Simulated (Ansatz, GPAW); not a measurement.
## A script for ZnSnN₂ (GLLB-SC)

These are simulated results from GPAW 26.7.0, not measurements. The cell was built from a prototype and was relaxed with r2SCAN in plane waves (Ansatz 0.2.0). It may be hypothetical. All runs are without spin polarisation.

Space group R-3m (No. 166), trigonal; conventional cell a = 3.167 Å, c = 15.449 Å, 11.19 Å³ an atom. Zn has 6 N at 2.27 Å; Sn has 6 N at 2.21 Å; N has 3 Sn at 2.21 Å and 3 Zn at 2.27 Å.

GLLB-SC is a model potential. Its fundamental gap is the Kohn-Sham gap plus a derivative discontinuity, which the script evaluates at the band edges among the listed k points. Its total energy isn't variational and serves nothing here.

run.py reads:

```python
import json
from ase import Atoms
from gpaw import GPAW, PW, FermiDirac

atoms = Atoms(['Zn', 'Sn', 'N', 'N'],
              cell=[[1.58368717, 0.91434222, 5.14981747], [-1.58368717, 0.91434222, 5.14981747], [0.0, -1.82868443, 5.14981747]],
              scaled_positions=[[1.0, 0.0, 0.0], [0.5, 0.5, 0.5], [0.246469815, 0.246469815, 0.246469815], [0.753530185, 0.753530185, 0.753530185]],
              pbc=True)
calc = GPAW(mode=PW(400), xc='GLLBSC', kpts={'size': (6, 6, 6), 'gamma': True},
            occupations=FermiDirac(0.02), maxiter=100, legacy_gpaw=True, txt='gpaw.txt')
atoms.calc = calc
res = {'energy': atoms.get_potential_energy(force_consistent=True)}
res['electrons'] = calc.get_number_of_electrons()
res['k'] = calc.get_ibz_k_points().tolist()
res['levels'] = [calc.get_eigenvalues(kpt=i).tolist() for i in range(len(res['k']))]
points = [[0.0, 0.0, 0.0], [0.5, 0.5, 0.5], [0.812318, 0.187682, 0.5], [0.5, -0.187682, 0.187682], [0.5, 0.0, 0.0], [0.343841, -0.343841, 0.0], [0.656159, 0.0, 0.343841], [0.5, 0.0, 0.5], [-0.005208, 0.195312, -0.200521]]
bands = calc.fixed_density(kpts=points, symmetry='off', nbands=round(res['electrons']) // 2 + 6, convergence={'bands': -2}, txt='bands.txt')
res['points'] = [bands.get_eigenvalues(kpt=i).tolist() for i in range(len(points))]
homo, lumo = bands.get_homo_lumo()
potential = calc.hamiltonian.xc.response.calculate_discontinuity_potential(homo, lumo)
res['discontinuity'] = bands.hamiltonian.xc.response.calculate_discontinuity(potential)
json.dump(res, open('results.json', 'w'))
print('free energy (eV):', round(res['energy'], 5))
```

Command: `python run.py`. It took 110 s on 1 thread of Arm Neoverse V1, on a shared host, peak memory 0.25 GiB.

The log gpaw.txt, trimmed of paths, versions and times, then the last line on the terminal. An iter line gives the energy in eV and the logarithms of the changes of orbitals (plane waves alone) and density (c: converged):

```
___ ___ ___ _ _ _
 |   |   |_  | | | |

 | | | | | . | | | |

 |__ |  _|___|_____|  26.7.0
 |___|_|

Input parameters:
  kpts: {gamma: True,
         size: (6, 6, 6)}
  maxiter: 100
  mode: {ecut: 400.0,
         name: pw}
  occupations: {fixmagmom: False,
                name: fermi-dirac,
                width: 0.02}
  xc: GLLBSC

System changes: positions, numbers, cell, pbc, initial_charges, initial_magmoms

Initialize ...

species:
  Zn:
    name:    Zinc
    Z:       30.0
    valence: 12
    core:    18
    charge:  0.0  # [|e|]
    compensation charges:
      type: gauss
      rc: 0.37  # [Å]
      lmax: 2
    cutoffs:
      filter: 2.14  # [Å]
      core: 2.23  # [Å]
    projectors
    | kind |    occ | energy [eV] | rcut [Å] |

    |------|--------|-------------|----------|

    |   4s |  2.000 |      -8.797 |    1.286 |

    |   4p |  0.000 |      -3.452 |    1.270 |

    |   3d | 10.000 |     -13.837 |    1.180 |

    |    s |        |      18.415 |    1.286 |

    |    p |        |      23.759 |    1.270 |

    |    d |        |      13.374 |    1.180 |

    Using partial waves for Zn as LCAO basis

  Sn:
    name:    Tin
    Z:       50.0
    valence: 14
    core:    36
    charge:  0.0  # [|e|]
    compensation charges:
      type: gauss
      rc: 0.38  # [Å]
      lmax: 2
    cutoffs:
      filter: 2.23  # [Å]
      core: 2.35  # [Å]
    projectors
    | kind |    occ | energy [eV] | rcut [Å] |

    |------|--------|-------------|----------|

    |   5s |  2.000 |     -11.581 |    1.201 |

    |   5p |  2.000 |      -5.035 |    1.270 |

    |   4d | 10.000 |     -27.256 |    1.185 |

    |    s |        |      15.630 |    1.201 |

    |    p |        |      22.176 |    1.270 |

    |    d |        |      -0.045 |    1.185 |

    Using partial waves for Sn as LCAO basis

  N:
    name:    Nitrogen
    Z:       7.0
    valence: 5
    core:    2
    charge:  0.0  # [|e|]
    compensation charges:
      type: gauss
      rc: 0.18  # [Å]
      lmax: 2
    cutoffs:
      filter: 1.11  # [Å]
      core: 0.96  # [Å]
    projectors
    | kind |    occ | energy [eV] | rcut [Å] |

    |------|--------|-------------|----------|

    |   2s |  2.000 |     -22.351 |    0.603 |

    |   2p |  3.000 |     -10.227 |    0.529 |

    |    s |        |       4.860 |    0.603 |

    |    p |        |      16.985 |    0.529 |

    |    d |        |       0.000 |    0.577 |

    Using partial waves for N as LCAO basis

Reference energy: -219709.368033  # eV

Spin-paired calculation

Convergence criteria:
 Maximum [total energy] change in last 3 cyles: 0.0005 eV / valence electron
 Maximum integral of absolute [dens]ity change: 0.0001 electrons / valence electron
 Maximum integral of absolute [eigenst]ate change: 4e-08 eV^2 / valence electron
 Maximum number of scf [iter]ations: 100
 (Square brackets indicate name in SCF output, whereas a 'c' in
 the SCF output indicates the quantity has converged.)

Symmetries present (total): 4

  ( 1  0  0)  ( 0  1  0)  ( 0 -1  0)  (-1  0  0)
  ( 0  1  0)  ( 1  0  0)  (-1  0  0)  ( 0 -1  0)
  ( 0  0  1)  ( 0  0  1)  ( 0  0 -1)  ( 0  0 -1)

216 k-points: 6 x 6 x 6 Monkhorst-Pack grid + [1/12,1/12,1/12]
68 k-points in the irreducible part of the Brillouin zone
       k-points in crystal coordinates                weights
   0:     0.00000000    0.00000000    0.00000000          1/216
   1:     0.00000000    0.00000000    0.16666667          2/216
   2:     0.00000000    0.00000000    0.33333333          2/216
   3:     0.00000000    0.00000000    0.50000000          1/216
   4:     0.16666667   -0.16666667    0.00000000          2/216
   5:     0.16666667   -0.16666667    0.16666667          4/216
   6:     0.16666667   -0.16666667    0.33333333          4/216
   7:     0.16666667   -0.16666667    0.50000000          2/216
   8:     0.16666667    0.00000000   -0.33333333          4/216
   9:     0.16666667    0.00000000   -0.16666667          4/216
          ...
  67:     0.50000000    0.50000000    0.50000000          1/216

Wave functions: Plane wave expansion
  Cutoff energy: 400.000 eV
  Number of coefficients (min, max): 797, 827
  Pulay-stress correction: 0.000000 eV/Ang^3 (de/decut=0.000000)
  Using FFTW library
  ScaLapack parameters: grid=1x1, blocksize=None
  Wavefunction extrapolation:
    Improved wavefunction reuse through dual PAW basis

Occupation numbers: Fermi-Dirac:
  width: 0.0200  # eV

Eigensolver
   Davidson(niter=2)

Densities:
  Coarse grid: 27*27*27 grid
  Fine grid: 54*54*54 grid
  Total Charge: 0.000000

Density mixing:
  Method: separate
  Backend: msr1
  Linear mixing parameter: 0.05
  old densities: 10
  Width of damping distribution: 1.1
  Damping of long wavelength oscillations: 20

Hamiltonian:
  XC and Coulomb potentials evaluated on a 54*54*54 grid
  Using the GLLBSC Exchange-Correlation functional
  External potential:
    NoExternalPotential

XC parameters: GLLBSC functional being used consists of
  -----------------------------------------------------------------------
  | Weight | Module     | Description                                   |

  -----------------------------------------------------------------------
  |  1.000 | SCREENING  | GGA_X_PBE_SOL with 2 nearest neighbor stencil |

  |  1.000 | RESPONSE   | eps=0.0500 eV                                 |

  |  1.000 | XC         | GGA_C_PBE_SOL with 2 nearest neighbor stencil |

  -----------------------------------------------------------------------

Memory estimate:
  Process memory now: 118.94 MiB
  Calculator: 47.84 MiB
    Density: 8.21 MiB
      Arrays: 3.90 MiB
      Localized functions: 1.30 MiB
      Mixer: 3.00 MiB
    Hamiltonian: 2.59 MiB
      Arrays: 2.55 MiB
      XC: 0.00 MiB
      Poisson: 0.00 MiB
      vbar: 0.04 MiB
    Wavefunctions: 37.04 MiB
      Arrays psit_nG: 22.31 MiB
      Eigensolver: 0.50 MiB
      Projections: 1.67 MiB
      Projectors: 10.96 MiB
      PW-descriptor: 1.61 MiB

Total number of cores used: 1

Number of atoms: 4
Number of atomic orbitals: 26
Number of bands in calculation: 26
Number of valence electrons: 36
Bands to converge: occupied

... initialized

Initializing position-dependent things.

Density initialized from atomic densities
Creating initial wave functions:
  26 bands from LCAO basis set
Positions:
   0 Zn     1.583687    0.914342    5.149817    ( 0.0000,  0.0000,  0.0000)
   1 Sn     0.000000    0.000000    7.724726    ( 0.0000,  0.0000,  0.0000)
   2 N     -0.000000    0.000000    3.807824    ( 0.0000,  0.0000,  0.0000)
   3 N     -0.000000    0.000000   11.641629    ( 0.0000,  0.0000,  0.0000)

Unit cell:
           periodic     x           y           z      points  spacing
  1. axis:    yes    1.583687    0.914342    5.149817    27     0.1000
  2. axis:    yes   -1.583687    0.914342    5.149817    27     0.1000
  3. axis:    yes    0.000000   -1.828684    5.149817    27     0.1000

  Lengths:   5.464861   5.464861   5.464861
  Angles:   33.691318  33.691318  33.691317

Effective grid spacing dv^(1/3) = 0.1315

iter:   1   -24.088041
iter:   2   -23.387188   -1.08  -0.92
iter:   3   -18.431645   -0.86  -0.94
iter:   4   -17.856746   -1.61  -1.28
iter:   5   -18.670563   -1.60  -1.40
iter:   6   -17.987896   -2.56  -1.59
iter:   7   -17.672325   -2.97  -2.13
iter:   8   -17.689916   -3.74  -2.45
iter:   9   -17.756242   -4.15  -2.47
iter:  10   -17.760320   -5.16  -3.60
iter:  11   -17.757625c  -6.22  -3.76
iter:  12   -17.759024c  -7.13  -4.04c
iter:  13   -17.758606c  -7.19  -4.17c
iter:  14   -17.758117c  -7.84c -4.87c

Converged after 14 iterations.

Energy contributions relative to reference atoms: (reference = -219709.368033)

Kinetic:        +61.845083
Potential:      -46.640650
External:        +0.000000
XC:             -32.943841
Entropy (-ST):   -0.000000
Local:           -0.018709
SIC:             +0.000000
--------------------------
Free energy:    -17.758117
Extrapolated:   -17.758117

GLLBSC response reference energy: 7.24998 eV (from HOMO)

Showing only first 2 kpts
 Kpt  Band  Eigenvalues  Occupancy
  0    16      7.07763    2.00000
  0    17      7.07763    2.00000
  0    18      7.94163    0.00000
  0    19     11.17874    0.00000

  1    16      6.60309    2.00000
  1    17      6.76002    2.00000
  1    18     10.21085    0.00000
  1    19     12.55231    0.00000

Fermi level: 7.61390

Gap: 0.691 eV
Transition (v -> c):
  (s=0, k=9, n=17, [0.17, 0.00, -0.17]) -> (s=0, k=0, n=18, [0.00, 0.00, 0.00])
Direct/indirect transitions are different
Direct gap: 0.864 eV
Transition at: (s=0, k=0, n=17, [0.00, 0.00, 0.00])

free energy (eV): -17.75812
```

The gap in the log is over the mesh alone; results.json adds the listed points. GLLB-SC gives a gap of 0.95 eV (0.658 eV Kohn-Sham over the listed points plus 0.288 eV discontinuity). On the same cell, plane-wave PBE (Ansatz, 10×10×10 k points and the special points) gives a gap of 0.74 eV and r2SCAN a gap of 1.19 eV; on shared hosts these took about 8.6 and 19 core-seconds on the 4-atom cell, against 110 for the script. Spin-orbit coupling, left out in all these runs, can cut or reorder the gap by tenths of an eV, up to about 1 eV with Pb or Bi.

No spin-orbit coupling is included; it can move band edges with weight on the heavy atoms by tenths of an eV.
